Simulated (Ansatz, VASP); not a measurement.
One calculation of Al3Cu, two programs

```
Al Cu
1.0
     2.77968    0.00000    0.00000
     0.00000    2.77968    0.00000
     0.00000    0.00000    7.60296
Al Cu
3 1
Direct
  0.00000 0.00000 0.50000
  0.50000 0.50000 0.22069
  0.50000 0.50000 0.77931
  0.00000 0.00000 0.00000
```

Alike in both runs: functional PBEsol; k mesh 16 × 16 × 6; occupations gaussian, width 0.1 eV; no spin polarisation.

Ansatz relaxed the structure, and its values are those at the end. VASP's run is a single point on that final structure, the one shown.

|  | VASP | Ansatz |
| --- | --- | --- |
| version | VASP 6.6.1 | Ansatz 0.2.0 |
| potentials or method | VASP PAW PBE potentials, release 64 (Al, Cu) | scalar-relativistic, plane waves, PAW |
| plane-wave cutoff (eV) | 520 | 420 |
| valence electrons in the cell | 20 | 28 |

Ansatz gave:

| Item | Value |
| --- | --- |
| gap on the k mesh at the Fermi level (eV) | none |
| pressure (GPa) | 0.0 |
| rms of the force components (eV/Å) | 0.001 |

Problem. Estimate VASP's values.

Solution. gap on the k mesh at the Fermi level (eV): none; pressure (GPa): -0.1; rms of the force components (eV/Å): 0.010.

A gap of «none» marks a metal or a gap that the smearing closes. The two sets of potentials don't hold the same shells in valence.

Caveats: the PAW data sets were made with another functional, which shifts forces and pressure a little (VASP).
